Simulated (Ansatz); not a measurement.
The computed numbers are results of r²SCAN, scalar-relativistic (no spin polarisation) in the plane-wave PAW code Ansatz at 500 eV, Γ-centred 4×4×8 mesh, 0.05 eV Gaussian smearing; PAW files: Ansatz's generated set soft_2.

The calculation on X2O3, where X is one element, gave:

```
Space group                                           : P6/mmm (No. 191) at a tolerance of 0.01 Å
Conventional cell                                     : a = 6.356 Å, b = 6.356 Å, c = 3.277 Å, α = 90.00°, β = 90.00°, γ = 120.00°
Volume                                                : 22.93 Å³/atom
Band gap                                              : 1.92 eV
Smallest direct gap                                   : 2.42 eV
Bader charges                                         : X 2.08; O -1.39 e
f electrons (orthogonalised atomic orbitals)          : X 0.28
Formation energy from the elements (0 K, uncorrected) : -3.42 eV/atom
Bulk modulus (Birch–Murnaghan)                        : 89 GPa
Pressure derivative B0′                               : 3.6
Shear modulus (Hill)                                  : 28 GPa
Young's modulus                                       : 77 GPa
Poisson's ratio                                       : 0.36
Elastically stable                                    : yes
```

Sites: X on 2d, O on 3f.

Task: Which element is X?
A. La
B. Ce
C. Ba
D. Cs

Result: A. X is La, so the compound is La2O3.

The chain of runs began from a cell as deposited in COD, expanded in volume.

Kohn–Sham gaps of semilocal functionals lie under measured ones, often by a third or more. For elements this heavy, spin–orbit coupling would shift levels and gaps; it isn't included here. The program warned that the potential is rough where the density is thin (voids or gaps), so long spacings are poorly fixed.
